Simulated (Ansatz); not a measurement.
# MgTe: band gap under strain

Aim: follow the gap of wurtzite MgTe through these states: +2.0 % biaxial strain in x and y, free along z; +3.0 % biaxial strain in x and y, free along z; +4.0 % biaxial strain in x and y, free along z. The table at the end shows which levels were run.

Code: Ansatz 0.2.0. PAW datasets, plane waves. (Simulation; spin polarisation is off.)

## 1. The cell

The unstrained cell was relaxed with r2SCAN; in each strained cell the atoms were relaxed again with r2SCAN. Names of k-points are those of the unstrained zone, where strain can split equivalent points. First state: +2.0 % biaxial strain in x and y, free along z.

Space group P6_3mc (No. 186), hexagonal; conventional cell a = 4.669 Å, c = 7.334 Å, 34.62 Å³ an atom. Near Mg stand 4 Te at 2.81–2.83 Å; near Te stand 4 Mg at 2.81–2.83 Å.

The structure in full:

```
CELL_PARAMETERS angstrom
4.66919 0.00000 0.00000
-2.33459 4.04364 0.00000
0.00000 0.00000 7.33436
ATOMIC_POSITIONS crystal
Mg 0.33333 0.66667 0.99585
Mg 0.66667 0.33333 0.49585
Te 0.33333 0.66667 0.37915
Te 0.66667 0.33333 0.87915
```

From earlier runs on the unstrained cell: PBE 2.46 eV, r2SCAN 3.16 eV, HSE06 3.32 eV, r2SCAN+SOC 2.90 eV, G0W0 3.68 eV (on its mesh); a = 4.578 Å, c = 7.455 Å.

## 2. +2.0 % biaxial strain in x and y, free along z: PBE

input.yaml

```yaml
crystal:
  lattice:
    - [4.6691883588, 0.0, 0.0]
    - [-2.3345941794, 4.0436357338, 0.0]
    - [0.0, 0.0, 7.3343597568]
  atoms:
    - { symbol: Mg, position: [0.3333333333, 0.6666666667, -0.0041461465] }
    - { symbol: Mg, position: [0.6666666667, 0.3333333333, 0.4958538535] }
    - { symbol: Te, position: [0.3333333333, 0.6666666667, 0.3791461465] }
    - { symbol: Te, position: [0.6666666667, 0.3333333333, 0.8791461465] }
kpoints:
  mp_grid: { grid: [6, 6, 4] }
  band_path:
    path:
      - [0.0, 0.0, 0.0]
      - [0.5, 0.0, 0.0]
      - [0.3333333333, 0.3333333333, 0.0]
      - [0.0, 0.0, 0.5]
      - [0.5, 0.0, 0.5]
      - [0.3333333333, 0.3333333333, 0.5]
    npoints: 1
hamiltonian:
  xc: pbe
scf:
  occupations: { method: fermi_dirac, width: 0.02 }
  n_extra_bands: 5
output:
  forces: true
  stress: true
  eigenvalues: true
```

Started as:

```bash
ansatz run input.yaml --threads 2 --pin off --max-ram 29491MiB --backend cpu --events-out ev --progress --plain --runs-dir out
```

After this run come: +2.0 % biaxial strain in x and y, free along z: r2SCAN; +2.0 % biaxial strain in x and y, free along z: HSE06; +2.0 % biaxial strain in x and y, free along z: r2SCAN+SOC; +2.0 % biaxial strain in x and y, free along z: r2SCAN; +2.0 % biaxial strain in x and y, free along z: G0W0@PBE; +3.0 % biaxial strain in x and y, free along z: PBE; +3.0 % biaxial strain in x and y, free along z: r2SCAN; +3.0 % biaxial strain in x and y, free along z: HSE06; +3.0 % biaxial strain in x and y, free along z: r2SCAN+SOC; +3.0 % biaxial strain in x and y, free along z: r2SCAN; +3.0 % biaxial strain in x and y, free along z: G0W0@PBE; +4.0 % biaxial strain in x and y, free along z: PBE; +4.0 % biaxial strain in x and y, free along z: r2SCAN; +4.0 % biaxial strain in x and y, free along z: HSE06; +4.0 % biaxial strain in x and y, free along z: r2SCAN+SOC; +4.0 % biaxial strain in x and y, free along z: r2SCAN; +4.0 % biaxial strain in x and y, free along z: G0W0@PBE.

What does the calculation give?

As calculated:

Least gap in eV (negative: overlap), with the change from the unstrained cell in brackets. G0W0 is on its own coarse mesh.

| state | volume change (%) | PBE | r2SCAN | HSE06 | G0W0 |
| --- | --- | --- | --- | --- | --- |
| +2.0 % biaxial strain in x and y, free along z | +2.4 | 2.23 (-0.23) | 2.92 (-0.24) | 3.07 (-0.25) | 3.44 (-0.24) |
| +3.0 % biaxial strain in x and y, free along z | +3.5 | 2.12 (-0.34) | 2.80 (-0.36) | 2.95 (-0.37) | 3.31 (-0.37) |
| +4.0 % biaxial strain in x and y, free along z | +4.6 | 2.01 (-0.45) | 2.68 (-0.48) | 2.83 (-0.49) | 3.18 (-0.50) |

**Reading.** The largest move of the HSE06 gap in the table is -0.483 eV, under +4.0 % biaxial strain in x and y, free along z. PBE and HSE06 differ by 0.86 eV on the unstrained gap, and by at most 0.03 eV on its change: PBE follows the response to strain far better than the gap itself. Spin-orbit coupling is left out of the table, though the cell holds Te (Z = 52); in an element this heavy it can shift bands and gaps by tenths of an eV. No extrapolation in bands, cutoff or mesh was made for G0W0.
